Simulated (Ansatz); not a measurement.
The system is Au.

```xyz
1
Lattice="2.7484 0.0000 0.0000 0.0000 2.7484 0.0000 0.0000 0.0000 2.7484" Properties=species:S:1:pos:R:3 pbc="T T T"
Au    1.3742    1.3742    1.3742
```

The cell was built by a generator and needn't be a form met in nature.

| Item | Value |
| --- | --- |
| Program | Ansatz 0.2.0 |
| Task | relaxation of cell and atoms |
| Functional | PBEsol |
| Potentials or basis | Ansatz PAW |
| Cutoff | 420 eV (not typed: the program's choice for these potentials) |
| k mesh | 10 × 10 × 10 |
| Occupations | fermi-dirac, width 0.05 eV |
| Spin | no spin polarisation |

At the start: volume 20.76 Å³/atom.

**Question.** How do energy, volume and symmetry change on relaxing?

**Answer.** It ends after 5 steps and the volume is 19.55 Å³/atom (-5.9 %); space group Pm-3m (No. 221, to 0.05 Å).

Step by step:
| step | energy change (eV) | largest force (eV/Å) | volume (Å³) |
| --- | --- | --- | --- |
| 1 | 0.0000 | 0.0000 | 20.76 |
| 2 | -0.0249 | 0.0000 | 19.74 |
| 3 | -0.0256 | 0.0000 | 19.56 |
| 4 | -0.0256 | 0.0000 | 19.55 |
| 5 | -0.0253 | 0.0000 | 19.55 |

Final structure:
```yaml
crystal:
  lattice:
    - [2.69369, 0.00000, 0.00000]
    - [0.00000, 2.69369, 0.00000]
    - [0.00000, 0.00000, 2.69369]
  atoms:
    - { symbol: Au, position: [0.50000, 0.50000, 0.50000] }
```

Caveat: the plane-wave basis is chosen anew once the cell has moved, so the energies of steps on either side of that aren't comparable; the PAW data sets come from PBE, with cores solved anew for the run's functional, which leaves a small shift of forces and pressure.
